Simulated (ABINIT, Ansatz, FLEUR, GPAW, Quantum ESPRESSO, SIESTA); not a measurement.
## One structure in several programs: ZrO2 (Fm-3m, 3 atoms in the cell)

Self-consistent single point.

```
CELL_PARAMETERS angstrom
      0.00000     2.57478     2.57478
      2.57478     0.00000     2.57478
      2.57478     2.57478     0.00000
ATOMIC_POSITIONS crystal
  Zr 0.00000 0.00000 0.00000
  O  0.25000 0.25000 0.25000
  O  0.75000 0.75000 0.75000
```

Shared settings, as Ansatz (a quantum-chemistry and plane-wave program) writes them: kpoints.mp_grid.grid = 2 2 2; scf.occupations.method = fermi_dirac; scf.occupations.width = 0.05 eV. Potentials and cutoffs stand in the table.

| code | model | pressure (GPa) | gap on the mesh (eV) | cutoff |
|---|---|---|---|---|
| Quantum ESPRESSO | PBE, SSSP 1.1.2 efficiency (PBE) pseudopotentials | -1.35 | 2.982 | 55 Ry |
| GPAW | PBE, GPAW PAW datasets PBE (gpaw-data 1.0.1) | – | 2.981 | 950 eV |
| SIESTA | GGA PBE, numerical atomic orbitals TZP, PseudoDojo PBE standard norm-conserving potentials (rewritten from UPF to PSML) | -0.07 | 2.677 | grid 300 Ry |
| ABINIT | PBE, norm-conserving pseudopotentials (PseudoDojo nc-sr-05 PBE standard) | -1.34 | 2.990 | 42 Ha |
| Ansatz | PBE, default PAW files | -1.61 | 2.986 | 420 eV |
| FLEUR | PBE, all-electron FLAPW (FLEUR), scalar-relativistic valence | – | 2.999 | Kmax 4.3 1/bohr |

A dash marks a value that a program does not give, or that is left out as unsure.

Gaps are read on the mesh.

The spread over the programs that give each value: pressure within 1.54 GPa; gap on the mesh within 0.322 eV.

SIESTA uses small atom-centred bases, whose incompleteness enters pressures, forces and empty levels differently from a plane-wave cutoff. FLEUR treats all electrons, but the usual bases taken here (sphere radii, linearisation, local orbitals, empty states) were not tested for convergence, so the values are no reference for the others. Ansatz's pressure is given at a fixed set of plane waves, as the other plane-wave codes print theirs; with its correction for the finite basis it is -0.95 GPa (the shift of 0.67 GPa shows how far the cutoff is from converged). The pressure of GPAW is left out: its cutoff lies under the one at which its stress was checked. In the pressure, SIESTA (by 1.28) lies more than 1 GPa from the median of the plane-wave programs. In the gap, SIESTA (by 0.306) lies more than 0.12 eV from the median of the plane-wave programs.

On the base mesh (6 6 6) the same programs gave: Ansatz pressure -5.11 GPa, gap on the mesh 3.264 eV; Quantum ESPRESSO pressure -4.89 GPa, gap on the mesh 3.260 eV; ABINIT pressure -4.84 GPa, gap on the mesh 3.268 eV; GPAW gap on the mesh 3.260 eV; FLEUR gap on the mesh 3.270 eV; SIESTA pressure -4.70 GPa, gap on the mesh 3.025 eV.

The values differ from the base mesh's, so the mesh still matters here: the table compares the programs at equal settings.

The starting cell has typed, rounded lattice constants, without a prior relaxation at this level. Its lattice was rescaled by a random factor within 2.5 % of one.

Left out of this page: CP2K (on another mesh).

Keys are those of Ansatz 0.2.
